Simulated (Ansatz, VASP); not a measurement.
# Cross-check of CoO between VASP and Ansatz, part 2 of 3

Aim: how closely do two programs agree when they are given the same cell, functional and k mesh? The cell is taken from a series of runs on this material, whose earlier steps may have relaxed, scaled, displaced or heated it; both programs get it as it stands.

VASP 6.6.1 and Ansatz 0.2.0.

So far. Step 2 (Ansatz: single point, PBE, DFT+U, pair 1): The run ends at a pressure of 87.48 GPa.

## Step 3: VASP: single point, PBE, DFT+U, pair 1

Level of this step: PBE, DFT+U (Co d 3.5 eV), spin-polarised from a ferromagnetic start; plane waves and PAW (Co, O) (VASP).

The same cell, functional, mesh and smearing now go to VASP, with its own data sets.

Lines of VASP's logs that name or quote its potential files are left out, and so is its time.

Contents of INCAR:

```
SYSTEM = CoO
PREC = Accurate
ENCUT = 600
EDIFF = 1E-06
NELM = 200
ISMEAR = -1
SIGMA = 0.05
LREAL = .FALSE.
ALGO = Normal
GGA = PE
NBANDS = 16
ISPIN = 2
MAGMOM = 2.5 0.28
LDAU = .TRUE.
LDAUTYPE = 2
LDAUL = 2 -1
LDAUU = 3.5 0
LDAUJ = 0 0
LDAUPRINT = 1
LASPH = .TRUE.
LMAXMIX = 4
LORBIT = 11
LWAVE = .FALSE.
LCHARG = .FALSE.
ISIF = 2
GGA_COMPAT = .FALSE.
KPAR = 2
```

Contents of POSCAR:

```
CoO
1.0
   -1.3999031900      1.3999031900      1.9561953300
    1.3999031900     -1.3999031900      1.9561953300
    1.3999031900      1.3999031900     -1.9561953300
Co O
1 1
Direct
    0.0000000000      0.0000000000      0.0000000000
    0.5000000000      0.5000000000      0.0000000000
```

Contents of KPOINTS:

```
Automatic mesh
0
Gamma
7 7 7
0 0 0
```

Potentials, in the order of the species: Co and O (PBE family, release 64).

Command:

```
> mpirun -np 2 vasp_std
```

Numbers of over 12 decimals in the logs are rounded to 6 here.

Log:

```text
[banner, memory and clock lines left out]
running    2 mpi-ranks, on    1 nodes
 distrk:  each k-point on    1 cores,    2 groups
 distr:  one band on    1 cores,    1 groups

 POSCAR found type information on POSCAR CoO
 POSCAR found :  2 types and       2 ions
 LDA part: xc-table for (Slater+PW92), standard interpolation
 POSCAR, INCAR and KPOINTS ok, starting setup
 FFT: planning ... GRIDC
 FFT: planning ... GRID_SOFT
 FFT: planning ... GRID
 WAVECAR not read
 entering main loop
       N       E                     dE             d eps       ncg     rms          rms(c)
DAV:   1     0.805762665192E+02    0.80576E+02   -0.76246E+03  2648   0.130E+03
DAV:   2    -0.831748225291E+01   -0.88894E+02   -0.77738E+02  2824   0.257E+02
DAV:   3    -0.122012929996E+02   -0.38838E+01   -0.38556E+01  3120   0.581E+01
DAV:   4    -0.122400960285E+02   -0.38803E-01   -0.38797E-01  3272   0.547E+00
DAV:   5    -0.122411195078E+02   -0.10235E-02   -0.10235E-02  3304   0.870E-01    0.229E+01
DAV:   6    -0.106389298091E+02    0.16022E+01   -0.11096E+01  3384   0.662E+01    0.205E+01
DAV:   7    -0.105484598528E+02    0.90470E-01   -0.16294E+00  3080   0.326E+01    0.114E+01
DAV:   8    -0.107202742936E+02   -0.17181E+00   -0.58356E-01  3184   0.693E+00    0.822E+00
DAV:   9    -0.106910588649E+02    0.29215E-01   -0.86764E-02  3664   0.793E+00    0.135E+00
DAV:  10    -0.107368062687E+02   -0.45747E-01   -0.59293E-02  3112   0.525E+00    0.117E+00
DAV:  11    -0.107424775176E+02   -0.56712E-02   -0.18493E-02  3312   0.293E+00    0.670E-01
DAV:  12    -0.107441755199E+02   -0.16980E-02   -0.15650E-03  3560   0.712E-01    0.371E-01
DAV:  13    -0.107453353164E+02   -0.11598E-02   -0.12075E-03  3416   0.810E-01    0.139E-01
DAV:  14    -0.107454972058E+02   -0.16189E-03   -0.20365E-04  3584   0.186E-01    0.807E-02
DAV:  15    -0.107455539334E+02   -0.56728E-04   -0.23946E-05  3376   0.637E-02    0.666E-02
DAV:  16    -0.107455875292E+02   -0.33596E-04   -0.43588E-05  3000   0.138E-01    0.130E-02
DAV:  17    -0.107455886992E+02   -0.11700E-05   -0.39889E-06  3152   0.241E-02    0.581E-03
DAV:  18    -0.107455889524E+02   -0.25314E-06   -0.24162E-07  1720   0.102E-02
   1 F= -.10745589E+02 E0= -.10739585E+02  d E =-.120072E-01  mag=     2.9920
```

From OUTCAR (step 3):

```text
ion  position               nearest neighbor table
   1  0.000  0.000  0.000-   2 1.96   2 1.96   2 1.98   2 1.98   2 1.98   2 1.98
   2  0.500  0.500  0.000-   1 1.96   1 1.96   1 1.98   1 1.98   1 1.98   1 1.98

  LATTYP: Found a body centered tetragonal cell.
 ALAT       =     2.7998063800
 C/A-ratio  =     1.3973790073

 Subroutine GETGRP returns: Found 16 space group operations
 (whereof 16 operations were pure point group operations)

The static configuration has the point symmetry D_4h.

 Found     40 irreducible k-points:

   k-points           NKPTS =     40   k-points in BZ     NKDIM =     40   number of bands    NBANDS=     16

   dimension x,y,z NGX =    24 NGY =   24 NGZ =   24
   dimension x,y,z NGXF=    48 NGYF=   48 NGZF=   48

   ENCUT  =  600.0 eV  44.10 Ry    6.64 a.u.   5.56  5.56  5.56*2*pi/ulx,y,z

   NELECT =      15.0000    total number of electrons

 k-points in reciprocal lattice and weights: Automatic mesh
   0.00000000  0.00000000  0.00000000       0.003
   0.14285714 -0.00000000  0.00000000       0.023
   0.28571429 -0.00000000  0.00000000       0.023
   0.42857143 -0.00000000  0.00000000       0.023
   0.14285714  0.14285714  0.00000000       0.023
   0.28571429  0.14285714  0.00000000       0.047
   0.42857143  0.14285714  0.00000000       0.047
  -0.42857143  0.14285714 -0.00000000       0.047
  -0.28571429  0.14285714  0.00000000       0.047
[...]
-0.42857143  0.42857143  0.42857143       0.012
  -0.42857143 -0.42857143  0.42857143       0.006

atom =   1  type =  1  l = 2

 onsite density matrix

spin component  1

  1.0478  0.0000  0.0000 -0.0000  0.0000
  0.0000  0.9781  0.0000  0.0000  0.0000
  0.0000  0.0000  1.0557  0.0000 -0.0000
 -0.0000  0.0000  0.0000  0.9781 -0.0000
  0.0000  0.0000 -0.0000 -0.0000  0.9750

spin component  2

  0.1770 -0.0000  0.0000  0.0000  0.0000
 -0.0000  0.5042 -0.0000  0.0000  0.0000
  0.0000 -0.0000  0.2061 -0.0000 -0.0000
  0.0000  0.0000 -0.0000  0.5042 -0.0000
  0.0000  0.0000 -0.0000 -0.0000  0.9653

 occupancies and eigenvectors

  o =  0.1770  v =  0.0000  0.0000  0.0000  0.0000  0.0000  1.0000  0.0000  0.0000  0.0000  0.0000      0.0000  0.0000  0.0000  0.0000  0.0000  0.0000  0.0000  0.0000  0.0000  0.0000
  o =  0.2061  v =  0.0000  0.0000  0.0000  0.0000  0.0000  0.0000 -0.0000  1.0000  0.0000 -0.0000      0.0000  0.0000  0.0000  0.0000  0.0000  0.0000  0.0000  0.0000  0.0000  0.0000
  o =  0.5042  v =  0.0000  0.0000  0.0000  0.0000  0.0000  0.0000 -0.7418 -0.0000 -0.6707  0.0000      0.0000  0.0000  0.0000  0.0000  0.0000  0.0000  0.0000  0.0000  0.0000  0.0000
  o =  0.5042  v =  0.0000  0.0000  0.0000  0.0000  0.0000  0.0000  0.6707  0.0000 -0.7418  0.0000      0.0000  0.0000  0.0000  0.0000  0.0000  0.0000  0.0000  0.0000  0.0000  0.0000
  o =  0.9653  v =  0.0000  0.0000  0.0000  0.0000  0.0000  0.0000 -0.0000  0.0000  0.0000  1.0000      0.0000  0.0000  0.0000  0.0000  0.0000  0.0000  0.0000  0.0000  0.0000  0.0000
  o =  0.9750  v =  0.0000 -0.0000  0.0000  0.0000  1.0000  0.0000  0.0000  0.0000  0.0000  0.0000      0.0000  0.0000  0.0000  0.0000  0.0000  0.0000  0.0000  0.0000  0.0000  0.0000
  o =  0.9781  v =  0.0000  0.1147 -0.0000  0.9934 -0.0000  0.0000  0.0000  0.0000  0.0000  0.0000      0.0000  0.0000  0.0000  0.0000  0.0000  0.0000  0.0000  0.0000  0.0000  0.0000
  o =  0.9781  v =  0.0000 -0.9934  0.0000  0.1147 -0.0000  0.0000  0.0000  0.0000  0.0000  0.0000      0.0000  0.0000  0.0000  0.0000  0.0000  0.0000  0.0000  0.0000  0.0000  0.0000
  o =  1.0478  v =  1.0000  0.0000  0.0000  0.0000  0.0000  0.0000  0.0000  0.0000  0.0000  0.0000      0.0000  0.0000  0.0000  0.0000  0.0000  0.0000  0.0000  0.0000  0.0000  0.0000
  o =  1.0557  v =  0.0000  0.0000  1.0000  0.0000 -0.0000  0.0000  0.0000  0.0000  0.0000  0.0000      0.0000  0.0000  0.0000  0.0000  0.0000  0.0000  0.0000  0.0000  0.0000  0.0000

 average (electrostatic) potential at core
       1 -77.8930       2 -65.0976

 E-fermi :  11.2602

 spin component 1
 k-point     1 :       0.0000    0.0000    0.0000
  band No.  band energies     occupation
    ...
      5       6.0061      1.00000
      6       6.7492      1.00000
      7       7.5171      1.00000
      8       7.6723      1.00000
      9       7.6723      1.00000
     10      14.1165      0.00000
     11      29.0878      0.00000
     12      30.0618      0.00000
     13      30.0618      0.00000
     14      30.5047      0.00000
    ...

 k-point     2 :       0.1429   -0.0000    0.0000
  band No.  band energies     occupation
    ...
      5       6.0398      1.00000
      6       6.5498      1.00000
      7       7.5503      1.00000
      8       8.7128      1.00000
      9       8.8279      1.00000
     10      15.3459      0.00000
     11      26.0491      0.00000
     12      29.7992      0.00000
     13      30.1128      0.00000
     14      32.8505      0.00000
    ...

 k-point     3 :       0.2857   -0.0000    0.0000
  band No.  band energies     occupation
    ...
      5       6.4954      1.00000
      6       6.8872      1.00000
      7       7.8994      1.00000
      8      10.1617      1.00000
      9      10.2788      1.00000
     10      17.0759      0.00000
     11      23.5749      0.00000
     12      28.1270      0.00000
     13      28.4508      0.00000
     14      33.9143      0.00000
    ...

 k-point     4 :       0.4286   -0.0000    0.0000
  band No.  band energies     occupation
    ...
      5       6.8827      1.00000
      6       7.2569      1.00000
      7       8.3479      1.00000
      8      11.0496      0.98540
      9      11.1591      0.88313
     10      17.2649      0.00000
     11      23.1742      0.00000
     12      26.6185      0.00000
     13      26.9360      0.00000
     14      34.3511      0.00000
    ...

 k-point     5 :       0.1429    0.1429    0.0000
  band No.  band energies     occupation
    ...
      5       6.4183      1.00000
      6       6.6459      1.00000
      7       7.9352      1.00000
      8       8.4776      1.00000
      9      10.1250      1.00000
     10      16.8154      0.00000
     11      24.5390      0.00000
     12      27.4446      0.00000
     13      30.7532      0.00000
     14      31.2118      0.00000
    ...

 k-point     6 :       0.2857    0.1429    0.0000
  band No.  band energies     occupation
    ...
      5       6.7289      1.00000
      6       7.0471      1.00000
      7       8.0968      1.00000
      8       9.3754      1.00000
      9      10.9935      0.99520
     10      18.2912      0.00000
     11      23.0763      0.00000
     12      25.5728      0.00000
     13      28.3559      0.00000
     14      33.4320      0.00000
    ...

  Total        6.7809013      6.7809013      5.9442852      0.0000000     -0.0000000      0.0000000
  in kB      708.4835777    708.4835777    621.0720797      0.0000000     -0.0000000      0.0000000
  external PRESSURE =     679.3464117 kB  Pullay stress =       0.0000000 kB

  energy-cutoff  :      600.00
  volume of cell :       15.33
      direct lattice vectors                 reciprocal lattice vectors
    -1.399903190  1.399903190  1.956195330     0.000000000  0.357167555  0.255598197
     1.399903190 -1.399903190  1.956195330     0.357167555  0.000000000  0.255598197
     1.399903190  1.399903190 -1.956195330     0.357167555  0.357167555  0.000000000

 POSITION                                       TOTAL-FORCE (eV/Angst)
 -----------------------------------------------------------------------------------
      0.00000      0.00000      0.00000         0.000000     -0.000000      0.000000
      0.00000      0.00000      1.95620        -0.000000      0.000000      0.000000
 -----------------------------------------------------------------------------------
    total drift:                               -0.000000      0.000000     -0.000000

  FREE ENERGIE OF THE ION-ELECTRON SYSTEM (eV)
  ---------------------------------------------------
  free  energy   TOTEN  =       -10.7455889524 eV

  energy  without entropy=      -10.7335817326  energy(sigma->0) =      -10.73958534

 total charge
# of ion       s       p       d       tot
------------------------------------------
    1        0.380   0.564   7.355   8.299
    2        1.552   3.596   0.000   5.149
--------------------------------------------------
tot          1.933   4.160   7.355  13.447

 magnetization (x)
# of ion       s       p       d       tot
------------------------------------------
    1        0.022   0.023   2.676   2.721
    2        0.031   0.247   0.000   0.277
--------------------------------------------------
tot          0.053   0.270   2.676   2.998

[... 6 further parts left out ...]
```

The cell holds one magnetic atom, so no antiferromagnetic order fits into it. The k-mesh is coarse for a metal.

## Step 4: Side by side

Known differences besides the potentials themselves: VASP starts from the moments at which Ansatz ended; U acts on the PAW sphere in VASP and on atomic orbitals in Ansatz, so only states and trends compare; the data sets hold 23 valence electrons in Ansatz (on its default PAW (the set named soft_2) files) and 15 in VASP; the cutoff is 420 eV in Ansatz and 600 eV in VASP; site moments are counted in spheres of each program's own size. Total energies have different zeros and are not compared.

Both answers:

```
          quantity  Ansatz   VASP  difference
    pressure (GPa)   87.48  67.93      +19.55
 total moment (μB)    3.00   2.99       +0.01
moment on Co1 (μB)    2.50   2.72       -0.22
 moment on O2 (μB)    0.28   0.28       +0.01
```

## Step 5: Other set-ups

Further runs change the set-up of one program: Ansatz's method, potentials or start, or VASP's data sets, cutoff or form of LDA. The table gives Ansatz less VASP for each quantity, since a change that brings one quantity closer may part another.

```
                                run  pressure (GPa)  total moment (μB)
                           as above              20             0.0062
VASP with the data sets Co_sv and O              16             0.0032
```

## Step 6: Ansatz: single point, PBE, DFT+U, pair 2

A single point gives forces, pressure and levels at one fixed geometry, so differences don't come from the geometry; what else differs is listed under the comparison.

The cell is taken from a series of runs on this material, whose earlier steps may have relaxed, scaled, displaced or heated it; both programs get it as it stands.

Contents of input.yaml:

```yaml
crystal:
  lattice:
    - [-1.39990319, 1.39990319, 1.95619533]
    - [1.39990319, -1.39990319, 1.95619533]
    - [1.39990319, 1.39990319, -1.95619533]
  atoms:
    - { symbol: Co, position: [0.0, 0.0, 0.0], spin: 0.9 }
    - { symbol: O, position: [0.5, 0.5, 0.0] }
magnetization:
  spin_polarized: true
kpoints:
  mp_grid: { grid: [7, 7, 7] }
hamiltonian:
  xc: pbe
  hubbard: { sites: [{ species: Co, l: d, u_eff: 3.5 }] }
scf:
  occupations: { method: fermi_dirac, width: 0.05 }
  max_iter: 120
  convergence: { dr2_threshold: 1.0e-08 }
basis:
  ecutwfc: 420.0
output:
  stress: true
```

Command:

```
> ansatz run input.yaml --threads 1 --pin off --max-ram 2560MiB --backend cpu --events-out ev --progress --plain --runs-dir out
```

Log:

```text
[...]
Crystal: 2 atoms, lattice volume = 15.334 Å³
Basis set: ecut = 420 eV, 307 PW (Γ)
Bands: 16, of which v1, the nominal top of the filled ones, is band 12 counted from 1 (11 counted from 0)
Symmetry: 16 space group operations
[...]
k-points: 40 of 343
[...]
k-point 1 ↑: bands = [... 8 lower, 13.5309, 13.5891, 15.5572, 15.8202, 16.2727, 23.2952, 34.1734, 37.4760]
  k-point 2 ↑: bands = [... 8 lower, 13.2333, 13.8105, 15.6309, 16.1209, 16.5047, 26.1574, 32.3195, 32.5462]
  k-point 99 ↓: bands = [... 8 lower, 16.6945, 16.7636, 20.8563, 22.6669, 23.2686, 26.4363, 31.4601, 33.2006]
Occupation matrices written to <dir>
[key lines of the parts left out:]
SCF converged after 2 iterations
Magnetization: 2.9982 μB (12.9991 up, 10.0009 down)
Free energy (F): -5690.341890 eV
Fermi energy:    19.170542 eV
P = ⅓ Tr σ = 87.4818 GPa (874.818 kbar)
```

The run ends at a pressure of 87.48 GPa.

## Step 7: VASP: single point, PBE, DFT+U, pair 2

The same cell, functional, mesh and smearing now go to VASP, with its own data sets.

INCAR is that of step 3.

POSCAR is that of step 3.

KPOINTS is that of step 3.

Command:

```
> mpirun -np 2 vasp_std
```

Log:

```text
[... set-up lines as in an earlier step ...]
 entering main loop
       N       E                     dE             d eps       ncg     rms          rms(c)
[... 18 cycles as in an earlier step ...]
   1 F= -.10745589E+02 E0= -.10739585E+02  d E =-.120072E-01  mag=     2.9920
```

OUTCAR, selected parts (step 7):

```text
[... 7 parts as in an earlier step ...]

[... 1 further part left out ...]
[key lines of the parts left out:]
E-fermi :  11.2602
```

The run ends at a pressure of 67.93 GPa.

## Step 8: Differences

What differs besides the data sets and the points named for the pairs above, as far as they apply: the data sets hold 23 valence electrons in Ansatz (on its default PAW (the set named soft_2) files) and 15 in VASP. Total energies have different zeros and are not compared.

The two programs side by side:

```
          quantity  Ansatz   VASP  difference
    pressure (GPa)   87.48  67.93      +19.55
 total moment (μB)    3.00   2.99       +0.01
moment on Co1 (μB)    2.50   2.72       -0.22
 moment on O2 (μB)    0.28   0.28       +0.01
```

(Continued in part 3 of 3.)

[Lines on the potential files, build, host, timing and source positions are cut from VASP's logs without a mark.]

[Logs are printed without paths, hosts, clocks, repeated set-up lines and the standing remarks that a program may print on its own settings, such as how far it seeks lower states.]

[Hosts, paths, dates, database ids (printed as entryN), source tags and the programs' standing remarks are cut or masked in the printed files.]
